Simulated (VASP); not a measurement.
# Sb (I4/mmm) in VASP: further runs

Runs on Sb. Level: r2SCAN. Tasks: single point.

Program: VASP 6.6.1. These are calculated values, not measurements. Logs are shortened: lines on timing, memory, paths and dates and some standing lists are left out, and cuts for length are marked.

## Step 1: Starting point

It takes space group I4/mmm (No. 139, tetragonal). The conventional cell has a = 3.153 Å, b = 3.153 Å, c = 5.424 Å, α = 90.00°, β = 90.00°, γ = 90.00°. Around Sb (site symmetry 4/mmm) lie 12 Sb at 3.15 to 3.51 Å.

This isn't the form of Sb at room conditions, which is rhombohedral.

## Step 2: Single point, r2SCAN

Contents of INCAR:

```
SYSTEM = Sb
PREC = Accurate
ENCUT = 200
EDIFF = 1E-6
ISMEAR = 0
SIGMA = 0.1
LREAL = .FALSE.
LASPH = .TRUE.
NELM = 100
ALGO = Normal
ISIF = 2
LWAVE = .FALSE.
LCHARG = .FALSE.
METAGGA = R2SCAN
LMIXTAU = .TRUE.
ADDGRID = .FALSE.
```

Contents of KPOINTS:

```
regular mesh
0
G
  7 7 7
  0 0 0
```

Contents of POSCAR:

```
Sb
1.0
   -1.5638750000      1.6131910000      2.7402030000
    1.6104090000     -1.5604430000      2.7365900000
    1.5281950000      1.5247630000     -2.7095380000
Sb
1
Direct
    0.0004760000      0.0218010000      0.0165680000
```

Potentials or basis: VASP PAW PBE potentials, release 64 (Sb).

Command:

```bash
$ cat potpaw_PBE.64/Sb/POTCAR > POTCAR
$ mpirun -np 1 vasp_std > vasp.out
```

OUTCAR:

```text
SYSTEM = Sb
   PREC = Accurate
   ENCUT = 200
   EDIFF = 1E-6
   ISMEAR = 0
   LREAL = .FALSE.
   LASPH = .TRUE.
   NELM = 100
   ISIF = 2
   METAGGA = R2SCAN

 Found    172 irreducible k-points:

 Following reciprocal coordinates:
            Coordinates               Weight
  0.000000  0.000000  0.000000      1.000000
  0.142857 -0.000000  0.000000      2.000000
  0.285714  0.000000  0.000000      2.000000
  0.428571  0.000000  0.000000      2.000000
 -0.000000  0.142857 -0.000000      2.000000
  0.142857  0.142857  0.000000      2.000000
   k-points           NKPTS =    172   k-points in BZ     NKDIM =    172   number of bands    NBANDS=      6
   number of dos      NEDOS =    301   number of ions     NIONS =      1
   total plane-waves  NPLWV =   4096
   dimension x,y,z NGX =    16 NGY =   16 NGZ =   16
   dimension x,y,z NGXF=    32 NGYF=   32 NGZF=   32
   ions per type =               1
   NGX,Y,Z   is equivalent  to a cutoff of   7.51,  7.52,  7.68 a.u.
   NGXF,Y,Z  is equivalent  to a cutoff of  15.01, 15.04, 15.36 a.u.
 SYSTEM =  Sb
   PREC   = accura    normal or accurate (medium, high low for compatibility)
   ISTART =      0    job   : 0-new  1-cont  2-samecut
   ICHARG =      2    charge: 1-file 2-atom 10-const
   ISPIN  =      1    spin polarized calculation?
   LNONCOLLINEAR =      F non collinear calculations
   LSORBIT =      F    spin-orbit coupling
   LASPH  =      T    aspherical Exc in radial PAW
   ENCUT  =  200.0 eV  14.70 Ry    3.83 a.u.   4.09  4.08  3.99*2*pi/ulx,y,z
   NELM   =    100;   NELMIN=  2; NELMDL= -5     # of ELM steps
   EDIFF  = 0.1E-05   stopping-criterion for ELM
   LREAL  =      F    real-space projection
   EDIFFG = 0.1E-04   stopping-criterion for IOM
   NSW    =      0    number of steps for IOM
   IBRION =     -1    ionic relax: 0-MD 1-quasi-New 2-CG
   NFREE  =      0    steps in history (QN), initial steepest desc. (CG)
   ISIF   =      2    stress and relaxation
   ISYM   =      2    0-nonsym 1-usesym 2-fastsym
   POTIM  = 0.5000    time-step for ionic-motion
   TEBEG  =    0.0;   TEEND  =   0.0 temperature during run
   PSTRESS=    0.0 pullay stress
   NELECT =       5.0000    total number of electrons
   NUPDOWN=      -1.0000    fix difference up-down
   EMIN   =  10.00;   EMAX   =-10.00  energy-range for DOS
   EFERMI =   0.00;   METHOD = LEGACY
   ISMEAR =     0;   SIGMA  =   0.10  broadening in eV -4-tet -1-fermi 0-gaus
   EFERMI_NEDOS =   21; number of points for ismear=-14 and -15
   IALGO  =     38    algorithm
   IMIX   =      4    mixing-type and parameters
     AMIX     =   0.40;   BMIX     =  1.00
     AMIX_MAG =   1.60;   BMIX_MAG =  1.00
  volume/ion in A,a.u.               =      26.96       181.95
  Fermi-wavevector in a.u.,A,eV,Ry     =   0.933573  1.764197 11.858272  0.871558
  Thomas-Fermi vector in A             =   2.060288
   LORBIT       =      0    0 simple, 1 ext, 2 COOP (PROOUT), +10 PAW based schemes
   METAGGA = R2SCAN    functional components
   LHFCALC =     F    Hartree Fock is set to
   AEXX    =    0.0000 exact exchange contribution
   IVDW    =     0    specifies the selected vdW correction
   LEPSILON=     F    determine dielectric tensor
   LRPA    =     F    only Hartree local field effects (RPA)
 non-spin polarized calculation
 Gauss-broadening in eV      SIGMA  =   0.10
  energy-cutoff  :      200.00
  volume of cell :       26.96
 maximum number of plane-waves:       181
   NGX =  9   NGY =  9   NGZ =  7

 number of electron       5.0000001 magnetization

 Free energy of the ion-electron system (eV)
  ---------------------------------------------------
  ext. energy  EPLUGINS =         0.00000000
  ---------------------------------------------------
  free energy    TOTEN  =       -25.23789965 eV

  energy without entropy =      -25.23523727  energy(sigma->0) =      -25.23656846

 E-fermi :   8.4197     XC(G=0): -10.7723

 val. band max:        8.3763963942   @ k =   0.4286   0.1429   0.1429
 cond. band min:       8.4281029567   @ k =   0.0000   0.1429   0.4286
 fundamental gap:      0.0517065626
 Fermi energy:         8.4197044092

 k-point     1 :       0.0000    0.0000    0.0000
  band No.  band energies     occupation
      1      -5.1258      2.00000
      2      13.1631      0.00000
      3      14.2086      0.00000
      4      14.2656      0.00000
      5      18.1275      0.00000
      6      19.3635      0.00000

 k-point     2 :       0.1429   -0.0000    0.0000
  band No.  band energies     occupation
      1      -4.7006      2.00000
      2      10.8626      0.00000
      3      12.6478      0.00000
      4      14.1896      0.00000
      5      17.4187      0.00000
      6      18.6573      0.00000

 k-point     3 :       0.2857    0.0000    0.0000
  band No.  band energies     occupation
      1      -3.4525      2.00000
      2       6.5328      2.00000
      3      11.3055      0.00000
      4      14.2108      0.00000
      5      15.9196      0.00000
      6      18.6328      0.00000

 k-point     4 :       0.4286    0.0000    0.0000
  band No.  band energies     occupation
      1      -1.6464      2.00000
      2       3.0327      2.00000
      3      10.5040      0.00000
      4      14.3395      0.00000
      5      15.1935      0.00000
      6      19.0554      0.00000

 k-point     5 :      -0.0000    0.1429   -0.0000
  band No.  band energies     occupation
      1      -4.6998      2.00000
      2      10.8767      0.00000
      3      12.6308      0.00000
      4      14.1896      0.00000
      5      17.3990      0.00000
      6      18.6546      0.00000

 k-point     6 :       0.1429    0.1429    0.0000
  band No.  band energies     occupation
      1      -4.0725      2.00000
      2       9.6835      0.00000
      3      10.4820      0.00000
      4      12.3664      0.00000
      5      17.8667      0.00000
      6      18.4887      0.00000

 [... further k-points ...]

------------------------ aborting loop because EDIFF is reached ----------------------------------------

  FORCE on cell =-STRESS in cart. coord.  units (eV):
  Direction    XX          YY          ZZ          XY          YZ          ZX
  --------------------------------------------------------------------------------------
  -------------------------------------------------------------------------------------
  Total        0.1114585      0.1152604      0.7477245      0.0620868     -0.0234261     -0.0320601
  in kB        6.6232915      6.8492143     44.4326692      3.6894346     -1.3920719     -1.9051370
  external PRESSURE =      19.3017250 kB  Pullay stress =       0.0000000 kB

 VOLUME and BASIS-vectors are now :
 -----------------------------------------------------------------------------
  energy-cutoff  :      200.00
  volume of cell :       26.96
      direct lattice vectors                 reciprocal lattice vectors
    -1.563875000  1.613191000  2.740203000     0.002055809  0.316948054  0.179518554
     1.610409000 -1.560443000  2.736590000     0.317083613  0.001847581  0.179876686
     1.528195000  1.524763000 -2.709538000     0.322328449  0.322401118 -0.005843793

 POSITION                                       TOTAL-FORCE (eV/Angst)
 -----------------------------------------------------------------------------------
      0.05968     -0.00799      0.01607         0.000000     -0.000000      0.000000
 -----------------------------------------------------------------------------------
    total drift:                               -0.000003     -0.000001      0.000001

  FREE ENERGIE OF THE ION-ELECTRON SYSTEM (eV)
  ---------------------------------------------------
  free  energy   TOTEN  =       -25.2378996496 eV

  energy  without entropy=      -25.2352372735  energy(sigma->0) =      -25.23656846
```

OSZICAR:

```text
N       E                     dE             d eps       ncg     rms          rms(c)
DAV:   1    -0.203955104869E+02   -0.20396E+02   -0.10331E+03  2094   0.265E+02
DAV:   2    -0.257783650167E+02   -0.53829E+01   -0.50504E+01  2844   0.484E+01
DAV:   3    -0.258555412497E+02   -0.77176E-01   -0.75100E-01  2322   0.582E+00
DAV:   4    -0.258557092085E+02   -0.16796E-03   -0.16791E-03  2880   0.319E-01
DAV:   5    -0.258557094684E+02   -0.25984E-06   -0.26007E-06  2424   0.975E-03    0.186E+00
DAV:   6    -0.251247934272E+02    0.73092E+00   -0.11677E-01  2244   0.285E+00    0.125E+00
DAV:   7    -0.253945614555E+02   -0.26977E+00   -0.96533E-02  2070   0.267E+00    0.947E-02
DAV:   8    -0.252374270578E+02    0.15713E+00   -0.60389E-02  2208   0.215E+00    0.771E-02
DAV:   9    -0.252357764193E+02    0.16506E-02   -0.57098E-04  2706   0.215E-01    0.900E-02
DAV:  10    -0.252374670889E+02   -0.16907E-02   -0.10020E-03  2118   0.264E-01    0.607E-02
DAV:  11    -0.252360545770E+02    0.14125E-02   -0.85978E-04  2112   0.265E-01    0.705E-02
DAV:  12    -0.252377210053E+02   -0.16664E-02   -0.65593E-04  2064   0.205E-01    0.417E-02
DAV:  13    -0.252378445484E+02   -0.12354E-03   -0.92773E-05  2382   0.979E-02    0.278E-02
DAV:  14    -0.252378815944E+02   -0.37046E-04   -0.58615E-05  2232   0.700E-02    0.568E-03
DAV:  15    -0.252378984847E+02   -0.16890E-04   -0.72033E-06  2106   0.198E-02    0.521E-03
DAV:  16    -0.252378995296E+02   -0.10449E-05   -0.64959E-07  1314   0.746E-03    0.273E-03
DAV:  17    -0.252378996496E+02   -0.12002E-06   -0.65741E-07  1110   0.820E-03
   1 F= -.25237900E+02 E0= -.25236568E+02  d E =-.266238E-02
```

Wall time 9.5 s (1 thread of Intel Xeon 6975P-C (Granite Rapids), shared host); peak memory 0.11 GiB.

The run converged, but some of its settings lie outside the range that counts as converged, so its numbers aren't taken as properties of the crystal.

Results:

- Free energy: -25.2379 eV
- Pressure: 1.9 GPa
- Band gap on the k mesh: none (metal or under the smearing width)

Caveat: the k mesh is coarse (spacing up to 0.41 Å⁻¹), so the values aren't converged; the cutoff is under 1.25 times the usual one of these potentials, so pressure, stress and relaxed cells hold a basis-set (Pulay) error; the PAW data sets were made with another functional, which shifts forces and pressure a little.

## Step 3: Single point, r2SCAN

INCAR, as its differences from that of step 2:

```diff
@@ -2,3 +2,3 @@
 PREC = Accurate
-ENCUT = 200
+ENCUT = 250
 EDIFF = 1E-6
```

KPOINTS is that of step 2.

Contents of POSCAR:

```
Sb
1.0
   -1.5765401831      1.5765401831      2.7119384313
    1.5765401831     -1.5765401831      2.7119384313
    1.5765401831      1.5765401831     -2.7119384313
Sb
1
Direct
    0.0000000000      0.0000000000      0.0000000000
```

Potentials or basis: VASP PAW PBE potentials, release 64 (Sb).

Command:

```bash
$ cat potpaw_PBE.64/Sb/POTCAR > POTCAR
$ mpirun -np 1 vasp_std > vasp.out
```

OUTCAR:

```text
SYSTEM = Sb
   PREC = Accurate
   ENCUT = 250
   EDIFF = 1E-6
   ISMEAR = 0
   LREAL = .FALSE.
   LASPH = .TRUE.
   NELM = 100
   ISIF = 2
   METAGGA = R2SCAN

 Found     40 irreducible k-points:

 Following reciprocal coordinates:
            Coordinates               Weight
  0.000000  0.000000  0.000000      1.000000
  0.142857  0.000000 -0.000000      8.000000
  0.285714  0.000000  0.000000      8.000000
  0.428571  0.000000 -0.000000      8.000000
  0.142857  0.142857 -0.000000      8.000000
  0.285714  0.142857  0.000000     16.000000
   k-points           NKPTS =     40   k-points in BZ     NKDIM =     40   number of bands    NBANDS=      6
   number of dos      NEDOS =    301   number of ions     NIONS =      1
   total plane-waves  NPLWV =   5832
   dimension x,y,z NGX =    18 NGY =   18 NGZ =   18
   dimension x,y,z NGXF=    36 NGYF=   36 NGZF=   36
   ions per type =               1
   NGX,Y,Z   is equivalent  to a cutoff of   8.52,  8.52,  8.52 a.u.
   NGXF,Y,Z  is equivalent  to a cutoff of  17.05, 17.05, 17.05 a.u.
 SYSTEM =  Sb
   PREC   = accura    normal or accurate (medium, high low for compatibility)
   ISTART =      0    job   : 0-new  1-cont  2-samecut
   ICHARG =      2    charge: 1-file 2-atom 10-const
   ISPIN  =      1    spin polarized calculation?
   LNONCOLLINEAR =      F non collinear calculations
   LSORBIT =      F    spin-orbit coupling
   LASPH  =      T    aspherical Exc in radial PAW
   ENCUT  =  250.0 eV  18.37 Ry    4.29 a.u.   4.53  4.53  4.53*2*pi/ulx,y,z
   NELM   =    100;   NELMIN=  2; NELMDL= -5     # of ELM steps
   EDIFF  = 0.1E-05   stopping-criterion for ELM
   LREAL  =      F    real-space projection
   EDIFFG = 0.1E-04   stopping-criterion for IOM
   NSW    =      0    number of steps for IOM
   IBRION =     -1    ionic relax: 0-MD 1-quasi-New 2-CG
   NFREE  =      0    steps in history (QN), initial steepest desc. (CG)
   ISIF   =      2    stress and relaxation
   ISYM   =      2    0-nonsym 1-usesym 2-fastsym
   POTIM  = 0.5000    time-step for ionic-motion
   TEBEG  =    0.0;   TEEND  =   0.0 temperature during run
   PSTRESS=    0.0 pullay stress
   NELECT =       5.0000    total number of electrons
   NUPDOWN=      -1.0000    fix difference up-down
   EMIN   =  10.00;   EMAX   =-10.00  energy-range for DOS
   EFERMI =   0.00;   METHOD = LEGACY
   ISMEAR =     0;   SIGMA  =   0.10  broadening in eV -4-tet -1-fermi 0-gaus
   EFERMI_NEDOS =   21; number of points for ismear=-14 and -15
   IALGO  =     38    algorithm
   IMIX   =      4    mixing-type and parameters
     AMIX     =   0.40;   BMIX     =  1.00
     AMIX_MAG =   1.60;   BMIX_MAG =  1.00
  volume/ion in A,a.u.               =      26.96       181.95
  Fermi-wavevector in a.u.,A,eV,Ry     =   0.933573  1.764197 11.858269  0.871558
  Thomas-Fermi vector in A             =   2.060288
   LORBIT       =      0    0 simple, 1 ext, 2 COOP (PROOUT), +10 PAW based schemes
   METAGGA = R2SCAN    functional components
   LHFCALC =     F    Hartree Fock is set to
   AEXX    =    0.0000 exact exchange contribution
   IVDW    =     0    specifies the selected vdW correction
   LEPSILON=     F    determine dielectric tensor
   LRPA    =     F    only Hartree local field effects (RPA)
 non-spin polarized calculation
 Gauss-broadening in eV      SIGMA  =   0.10
  energy-cutoff  :      250.00
  volume of cell :       26.96
 maximum number of plane-waves:       248
 NGX is ok and might be reduce to    18
   NGX =  9   NGY =  9   NGZ =  9

 number of electron       5.0000000 magnetization

 Free energy of the ion-electron system (eV)
  ---------------------------------------------------
  ext. energy  EPLUGINS =         0.00000000
  ---------------------------------------------------
  free energy    TOTEN  =       -25.23576002 eV

  energy without entropy =      -25.23305747  energy(sigma->0) =      -25.23440874

 E-fermi :   8.4774     XC(G=0): -10.7790

 val. band max:        8.3935745948   @ k =  -0.1429  -0.4286   0.1429
 cond. band min:       8.5057089601   @ k =  -0.1429   0.2857   0.1429
 fundamental gap:      0.1121343653
 Fermi energy:         8.4774070938

 k-point     1 :       0.0000    0.0000    0.0000
  band No.  band energies     occupation
      1      -5.1206      2.00000
      2      13.3292      0.00000
      3      14.2138      0.00000
      4      14.2138      0.00000
      5      18.1973      0.00000
      6      19.6977      0.00000

 k-point     2 :       0.1429    0.0000   -0.0000
  band No.  band energies     occupation
      1      -4.6878      2.00000
      2      11.0253      0.00000
      3      12.6293      0.00000
      4      14.1341      0.00000
      5      17.3335      0.00000
      6      18.6072      0.00000

 k-point     3 :       0.2857    0.0000    0.0000
  band No.  band energies     occupation
      1      -3.4156      2.00000
      2       6.6480      2.00000
      3      11.2337      0.00000
      4      14.0744      0.00000
      5      15.8397      0.00000
      6      18.4737      0.00000

 k-point     4 :       0.4286    0.0000   -0.0000
  band No.  band energies     occupation
      1      -1.5608      2.00000
      2       3.0845      2.00000
      3      10.4000      0.00000
      4      14.1367      0.00000
      5      15.1156      0.00000
      6      18.9332      0.00000

 k-point     5 :       0.1429    0.1429   -0.0000
  band No.  band energies     occupation
      1      -4.0460      2.00000
      2       9.7733      0.00000
      3      10.6138      0.00000
      4      12.4185      0.00000
      5      17.7640      0.00000
      6      18.2781      0.00000

 k-point     6 :       0.2857    0.1429    0.0000
  band No.  band energies     occupation
      1      -2.5946      2.00000
      2       6.0134      2.00000
      3       9.7071      0.00000
      4      11.4874      0.00000
      5      16.6142      0.00000
      6      18.3999      0.00000

 [... further k-points ...]

------------------------ aborting loop because EDIFF is reached ----------------------------------------

  FORCE on cell =-STRESS in cart. coord.  units (eV):
  Direction    XX          YY          ZZ          XY          YZ          ZX
  --------------------------------------------------------------------------------------
  -------------------------------------------------------------------------------------
  Total        0.0715755      0.0715755      0.8290868      0.0000000     -0.0000000      0.0000000
  in kB        4.2532878      4.2532878     49.2675168      0.0000000     -0.0000000      0.0000000
  external PRESSURE =      19.2580308 kB  Pullay stress =       0.0000000 kB

 VOLUME and BASIS-vectors are now :
 -----------------------------------------------------------------------------
  energy-cutoff  :      250.00
  volume of cell :       26.96
      direct lattice vectors                 reciprocal lattice vectors
    -1.576540183  1.576540183  2.711938431     0.000000000  0.317150178  0.184369967
     1.576540183 -1.576540183  2.711938431     0.317150178  0.000000000  0.184369967
     1.576540183  1.576540183 -2.711938431     0.317150178  0.317150178  0.000000000

 POSITION                                       TOTAL-FORCE (eV/Angst)
 -----------------------------------------------------------------------------------
      0.00000      0.00000      0.00000         0.000000     -0.000000      0.000000
 -----------------------------------------------------------------------------------
    total drift:                                0.000000      0.000000     -0.000000

  FREE ENERGIE OF THE ION-ELECTRON SYSTEM (eV)
  ---------------------------------------------------
  free  energy   TOTEN  =       -25.2357600192 eV

  energy  without entropy=      -25.2330574680  energy(sigma->0) =      -25.23440874
```

Run time: 7.3 s. Hardware: 1 thread of Intel Xeon 6975P-C (Granite Rapids), shared host; peak memory 0.11 GiB.

These settings aren't checked as converged: the numbers below hold their error.

What came out:

- Free energy: -25.2358 eV
- Pressure: 1.9 GPa
- Band gap on the k mesh: none (metal or under the smearing width)

Caveat: the k mesh is coarse (spacing up to 0.40 Å⁻¹), so the values aren't converged; the PAW data sets were made with another functional, which shifts forces and pressure a little.

## Step 4: For comparison

An earlier run on the cell as given: functional PBEsol; potentials or basis VASP PAW PBE potentials, release 64 (Sb); cutoff 520 eV; k mesh 12 × 12 × 12; occupations fermi-dirac, width 0.05 eV; no spin polarisation.

- Pressure: -1.3 GPa
- Band gap on the k mesh: none (metal or under the smearing width)
